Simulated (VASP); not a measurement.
# Te2Mo (P6_3/mmc) in VASP: further runs

One crystal, Te2Mo, is run at these levels: LDA; tasks: single point, relaxation of cell and atoms.

Everything below comes from runs of VASP 6.6.1. Logs are shortened: lines on timing, memory, paths and dates and some standing lists are left out, and cuts for length are marked.

### Step 1. The structure

Symmetry: P6_3/mmc, No. 194, hexagonal system. The conventional cell has a = 3.496 Å, b = 3.496 Å, c = 13.702 Å, α = 90.00°, β = 90.00°, γ = 120.00°. Te (site symmetry 3m) is surrounded by 3 Mo at 2.72 Å. Around Mo (site symmetry -6m2) lie 6 Te at 2.72 Å.

### Step 2. Single point, LDA (relaxed again under DFT LDA, scalar-relativistic, plane waves, PAW)

Contents of INCAR:

```
PREC     = Accurate       # precision mode
ENCUT    = 520            # plane-wave cutoff, eV
EDIFF    = 1E-6           # SCF threshold, eV
ISMEAR   = 0              # smearing method
SIGMA    = 0.02           # smearing width, eV
LREAL    = F              # projectors in reciprocal space
LASPH    = T              # aspherical terms in the spheres
NELM     = 100            # most SCF steps
ALGO     = Fast           # electronic algorithm
ISIF     = 2              # what is computed and relaxed
LWAVE    = F              # write WAVECAR
LCHARG   = F              # write CHGCAR
NBANDS   = 35             # bands
```

Contents of KPOINTS:

```
Automatic mesh
0
Gamma
  9 9 2
```

Contents of POSCAR:

```
Te2Mo
1.0
    3.4733411470      0.0000000000      0.0000000000
   -1.7366705735      3.0080016693      0.0000000000
    0.0000000000      0.0000000000     13.7643406237
Te Mo
4 2
Direct
    0.3333333333      0.6666666667      0.6195333082
    0.6666666667      0.3333333333      0.1195333082
    0.3333333333      0.6666666667      0.8804666918
    0.6666666667      0.3333333333      0.3804666918
    0.3333333333      0.6666666667      0.2500000000
    0.6666666667      0.3333333333      0.7500000000
```

Potentials or basis: VASP PAW LDA potentials, release 64 (Te, Mo_sv).

Command:

```
$ cat potpaw_LDA.64/Te/POTCAR potpaw_LDA.64/Mo_sv/POTCAR > POTCAR
$ mpirun -np 1 vasp_std > vasp.out
```

OUTCAR:

```text
PREC = Accurate
   ENCUT = 520
   EDIFF = 1E-6
   ISMEAR = 0
   LREAL = F
   LASPH = T
   NELM = 100
   ISIF = 2

 ion  position               nearest neighbor table
   1  0.333  0.667  0.620-   6 2.69   6 2.69   6 2.69   3 3.59
   2  0.667  0.333  0.120-   5 2.69   5 2.69   5 2.69   4 3.59
   3  0.333  0.667  0.880-   6 2.69   6 2.69   6 2.69   1 3.59
   4  0.667  0.333  0.380-   5 2.69   5 2.69   5 2.69   2 3.59
   5  0.333  0.667  0.250-   2 2.69   4 2.69   2 2.69   4 2.69   2 2.69   4 2.69
   6  0.667  0.333  0.750-   1 2.69   3 2.69   1 2.69   3 2.69   1 2.69   3 2.69

  LATTYP: Found a hexagonal cell.
 ALAT       =     3.4733411470
 C/A-ratio  =     3.9628530689

  Lattice vectors:

 A1 = (   3.4733411470,   0.0000000000,   0.0000000000)
 A2 = (  -1.7366705735,   3.0080016693,   0.0000000000)
 A3 = (   0.0000000000,   0.0000000000,  13.7643406237)

Analysis of symmetry for initial positions (statically):
=====================================================================
 Subroutine PRICEL returns:
 Original cell was already a primitive cell.

 Routine SETGRP: Setting up the symmetry group for a
 hexagonal supercell.

 Subroutine GETGRP returns: Found 24 space group operations
 (whereof 12 operations were pure point group operations)
 out of a pool of 24 trial point group operations.

The static configuration has the point symmetry D_3d.
 The point group associated with its full space group is D_6h.

Analysis of symmetry for dynamics (positions and initial velocities):
=====================================================================
 Subroutine PRICEL returns:
 Original cell was already a primitive cell.

 Routine SETGRP: Setting up the symmetry group for a
 hexagonal supercell.

 Subroutine GETGRP returns: Found 24 space group operations
 (whereof 12 operations were pure point group operations)
 out of a pool of 24 trial point group operations.

The dynamic configuration has the point symmetry D_3d.
 The point group associated with its full space group is D_6h.

 Subroutine INISYM returns: Found 24 space group operations
 (whereof 12 operations are pure point group operations),
 and found     1 'primitive' translations

----------------------------------------------------------------------------------------

                                     Primitive cell

  volume of cell :     143.8073

[... 99 lines left out ...]
   IBRION =     -1    ionic relax: 0-MD 1-quasi-New 2-CG
   NFREE  =      0    steps in history (QN), initial steepest desc. (CG)
   ISIF   =      2    stress and relaxation
   ISYM   =      2    0-nonsym 1-usesym 2-fastsym
   POTIM  = 0.5000    time-step for ionic-motion
   TEBEG  =    0.0;   TEEND  =   0.0 temperature during run
   PSTRESS=    0.0 pullay stress
   NELECT =      52.0000    total number of electrons
   NUPDOWN=      -1.0000    fix difference up-down
   EMIN   =  10.00;   EMAX   =-10.00  energy-range for DOS
   EFERMI =   0.00;   METHOD = LEGACY
   ISMEAR =     0;   SIGMA  =   0.02  broadening in eV -4-tet -1-fermi 0-gaus
   EFERMI_NEDOS =   21; number of points for ismear=-14 and -15
   IALGO  =     68    algorithm
   IMIX   =      4    mixing-type and parameters
     AMIX     =   0.40;   BMIX     =  1.00
     AMIX_MAG =   1.60;   BMIX_MAG =  1.00
  volume/ion in A,a.u.               =      23.97       161.74
  Fermi-wavevector in a.u.,A,eV,Ry     =   1.166314  2.204015 18.507859  1.360289
  Thomas-Fermi vector in A             =   2.302829
   LORBIT       =      0    0 simple, 1 ext, 2 COOP (PROOUT), +10 PAW based schemes
   GGA     = CA    functional components
   LHFCALC =     F    Hartree Fock is set to
   AEXX    =    0.0000 exact exchange contribution
   IVDW    =     0    specifies the selected vdW correction
   LEPSILON=     F    determine dielectric tensor
   LRPA    =     F    only Hartree local field effects (RPA)
 non-spin polarized calculation
 RMM-DIIS sequential band-by-band and
 Gauss-broadening in eV      SIGMA  =   0.02
  energy-cutoff  :      520.00
  volume of cell :      143.81
 maximum number of plane-waves:      3915
 NGX is ok and might be reduce to    28
   NGX = 13   NGY = 13   NGZ = 51

 number of electron      51.9999998 magnetization

 Free energy of the ion-electron system (eV)
  ---------------------------------------------------
  ext. energy  EPLUGINS =         0.00000000
  ---------------------------------------------------
  free energy    TOTEN  =       -41.26352341 eV

  energy without entropy =      -41.26352341  energy(sigma->0) =      -41.26352341

 E-fermi :   8.6606     XC(G=0): -10.8567

 val. band max:        8.5785585592   @ k =   0.0000   0.0000   0.0000
 cond. band min:       9.2816876993   @ k =   0.2222   0.2222   0.0000
 fundamental gap:      0.7031291401
 Fermi energy:         8.6606251447

 k-point     1 :       0.0000    0.0000    0.0000
  band No.  band energies     occupation
      1     -51.8767      2.00000
      2     -51.8767      2.00000
      3     -26.2656      2.00000
      4     -26.2656      2.00000
      5     -26.0971      2.00000
      6     -26.0971      2.00000
[... 901 lines left out ...]
     34      12.2706      0.00000
     35      13.6057      0.00000

------------------------ aborting loop because EDIFF is reached ----------------------------------------

  FORCE on cell =-STRESS in cart. coord.  units (eV):
  Direction    XX          YY          ZZ          XY          YZ          ZX
  --------------------------------------------------------------------------------------
  -------------------------------------------------------------------------------------
  Total        0.2009135      0.2009135      0.4148980      0.0000000     -0.0000000      0.0000000
  in kB        2.2384055      2.2384055      4.6224369      0.0000000     -0.0000000      0.0000000
  external PRESSURE =       3.0330826 kB  Pullay stress =       0.0000000 kB

 VOLUME and BASIS-vectors are now :
 -----------------------------------------------------------------------------
  energy-cutoff  :      520.00
  volume of cell :      143.81
      direct lattice vectors                 reciprocal lattice vectors
     3.473341147  0.000000000  0.000000000     0.287907222  0.166223312  0.000000000
    -1.736670574  3.008001669  0.000000000     0.000000000  0.332446624  0.000000000
     0.000000000  0.000000000 13.764340624     0.000000000  0.000000000  0.072651501

 POSITION                                       TOTAL-FORCE (eV/Angst)
 -----------------------------------------------------------------------------------
     -0.00000      2.00533      8.52747        -0.000000      0.000000     -0.057726
      1.73667      1.00267      1.64530        -0.000000     -0.000000     -0.057726
     -0.00000      2.00533     12.11904        -0.000000      0.000000      0.057726
      1.73667      1.00267      5.23687        -0.000000     -0.000000      0.057726
     -0.00000      2.00533      3.44109         0.000000      0.000000     -0.000000
      1.73667      1.00267     10.32326         0.000000     -0.000000     -0.000000
 -----------------------------------------------------------------------------------
    total drift:                               -0.000000      0.000000     -0.000000

  FREE ENERGIE OF THE ION-ELECTRON SYSTEM (eV)
  ---------------------------------------------------
  free  energy   TOTEN  =       -41.2635234058 eV

  energy  without entropy=      -41.2635234058  energy(sigma->0) =      -41.26352341
```

OSZICAR:

```text
N       E                     dE             d eps       ncg     rms          rms(c)
DAV:   1     0.417876808589E+03    0.41788E+03   -0.26651E+04  1896   0.133E+03
DAV:   2    -0.184163103600E+02   -0.43629E+03   -0.42215E+03  2009   0.336E+02
DAV:   3    -0.420663756195E+02   -0.23650E+02   -0.23163E+02  2041   0.674E+01
DAV:   4    -0.426103056796E+02   -0.54393E+00   -0.54211E+00  1956   0.102E+01
DAV:   5    -0.426223058480E+02   -0.12000E-01   -0.11997E-01  2095   0.161E+00    0.236E+01
RMM:   6    -0.416765410552E+02    0.94576E+00   -0.41658E+00  1702   0.104E+01    0.940E+00
RMM:   7    -0.415044392367E+02    0.17210E+00   -0.15941E+00  1727   0.480E+00    0.621E+00
RMM:   8    -0.412734444616E+02    0.23099E+00   -0.81743E-01  1723   0.479E+00    0.135E+00
RMM:   9    -0.412628239349E+02    0.10621E-01   -0.68246E-02  1887   0.151E+00    0.316E-01
RMM:  10    -0.412634060223E+02   -0.58209E-03   -0.13169E-02  1973   0.517E-01    0.190E-01
RMM:  11    -0.412634960638E+02   -0.90041E-04   -0.21740E-03  2054   0.229E-01    0.787E-02
RMM:  12    -0.412635235348E+02   -0.27471E-04   -0.44628E-04  1984   0.120E-01    0.469E-02
RMM:  13    -0.412635235154E+02    0.19366E-07   -0.15263E-04  2007   0.648E-02    0.207E-02
RMM:  14    -0.412635229015E+02    0.61388E-06   -0.29077E-05  2019   0.323E-02    0.493E-03
RMM:  15    -0.412635234058E+02   -0.50429E-06   -0.69648E-06  1660   0.134E-02
   1 F= -.41263523E+02 E0= -.41263523E+02  d E =-.339307E-11
```

stdout:

```text
POSCAR found type information on POSCAR TeMo
 POSCAR found :  2 types and       6 ions
 scaLAPACK will be used
 LDA part: xc-table for (Slater(with rela. corr.)+CA(PZ))
 , standard interpolation
 POSCAR, INCAR and KPOINTS ok, starting setup
 FFT: planning ... GRIDC
 FFT: planning ... GRID_SOFT
 FFT: planning ... GRID
 WAVECAR not read
 entering main loop
```

Wall time 90 s (1 thread of Intel Xeon 6975P-C (Granite Rapids), shared host); peak memory 0.28 GiB.

Results:

```yaml
Free_energy: -41.2635 eV
Pressure: 0.3 GPa
Largest_force: 0.058 eV/Å
Band_gap_on_the_k_mesh: 0.70 eV, indirect (least direct gap 1.10 eV)
```

Forces in eV/Å, atoms in the order of the input:
```
Te   0.000  0.000 -0.058
Te   0.000  0.000 -0.058
Te   0.000  0.000  0.058
Te   0.000  0.000  0.058
Mo   0.000  0.000  0.000
Mo   0.000  0.000  0.000
```

Caveat: spin-orbit coupling is left out, which moves the levels of the heavy elements; an odd mesh through Γ misses points on the zone boundary, where band edges often lie.

### Step 3. Relaxation of cell and atoms, LDA

Contents of INCAR:

```
SYSTEM = Te2Mo
ALGO = Fast ; EDIFF = 1E-6
EDIFFG = -0.005 ; ENCUT = 600
GGA = CA ; IBRION = 2
ISIF = 3 ; ISMEAR = 0
LASPH = .TRUE. ; LCHARG = .FALSE.
LREAL = .FALSE. ; LWAVE = .FALSE.
NELM = 100 ; NSW = 70
PREC = Accurate ; SIGMA = 0.02
```

Contents of KPOINTS:

```
k-points
0
G
  9 9 2
  0 0 0
```

Contents of POSCAR:

```
Te2Mo
1.0
    3.4963748104      0.0000000000      0.0000000000
   -1.7481874052      3.0279494069      0.0000000000
    0.0000000000      0.0000000000     13.7017420245
Te Mo
4 2
Direct
    0.3333333333      0.6666666667      0.6173474405
    0.6666666667      0.3333333333      0.1173474405
    0.3333333333      0.6666666667      0.8826525595
    0.6666666667      0.3333333333      0.3826525595
    0.3333333333      0.6666666667      0.2500000000
    0.6666666667      0.3333333333      0.7500000000
```

Potentials or basis: VASP PAW LDA potentials, release 64 (Te, Mo_sv).

Command:

```
$ cat potpaw_LDA.64/Te/POTCAR potpaw_LDA.64/Mo_sv/POTCAR > POTCAR
$ mpirun -np 1 vasp_std > vasp.out
```

It took 8.8 min on 1 thread of Intel Xeon 6975P-C (Granite Rapids), shared host; peak memory 0.31 GiB.

It converged, with:

- Free energy: -41.2643 eV
- Relaxed volume: 24.00 Å³/atom
- Relaxed cell: a = 3.474 Å, b = 3.474 Å, c = 13.774 Å, α = 90.00°, β = 90.00°, γ = 120.00°
- Space group after relaxing (to 0.05 Å): P6_3/mmc (No. 194)
- Energy gained by relaxing: 4.6 meV/atom
- Ionic steps: 11
- Pressure after relaxing: 0.0 GPa
- Band gap on the k mesh: 0.70 eV, indirect (least direct gap 1.10 eV)

Step by step:
| step | energy change (eV) | largest force (eV/Å) | pressure (GPa) | volume (Å³) |
| --- | --- | --- | --- | --- |
| 1 | 0.0000 | 0.3892 | -2.26 | 145.06 |
| 2 | 0.0619 | 0.6621 | 4.91 | 138.01 |
| 3 | -0.0235 | 0.0512 | 0.04 | 142.57 |
| 4 | -0.0235 | 0.0438 | 0.06 | 142.52 |
| 5 | -0.0245 | 0.0472 | 0.09 | 142.58 |
| 6 | -0.0256 | 0.0545 | 0.16 | 142.74 |
| 7 | -0.0263 | 0.0491 | 0.03 | 143.08 |
| 8 | -0.0268 | 0.0447 | -0.05 | 143.41 |
| 9 | -0.0272 | 0.0366 | -0.19 | 144.07 |
| 10 | -0.0269 | 0.0588 | 0.29 | 143.90 |
| 11 | -0.0274 | 0.0012 | -0.02 | 144.00 |

Final structure:
```xyz
6
Lattice="3.4745 0.0000 0.0000 -1.7372 3.0090 0.0000 0.0000 0.0000 13.7736" Properties=species:S:1:pos:R:3 pbc="T T T"
Te    0.0000    2.0060    8.5310
Te    1.7372    1.0030    1.6442
Te    0.0000    2.0060   12.1295
Te    1.7372    1.0030    5.2426
Mo    0.0000    2.0060    3.4434
Mo    1.7372    1.0030   10.3302
```

Levels at points of the mesh, in eV from the valence-band top:
| k point | band 23 | band 24 | band 25 | band 26 | band 27 | band 28 | band 29 | band 30 |
| --- | --- | --- | --- | --- | --- | --- | --- | --- |
| (0.00, 0.00, 0.00) | -1.03 | -1.03 | -0.25 | 0.00 | 3.00 | 3.00 | 3.15 | 3.15 |
| (0.00, 0.00, 0.50) | -1.05 | -1.05 | -0.07 | -0.07 | 3.04 | 3.04 | 3.04 | 3.04 |

Caveat: spin-orbit coupling is left out, which moves the levels of the heavy elements; an odd mesh through Γ misses points on the zone boundary, where band edges often lie.
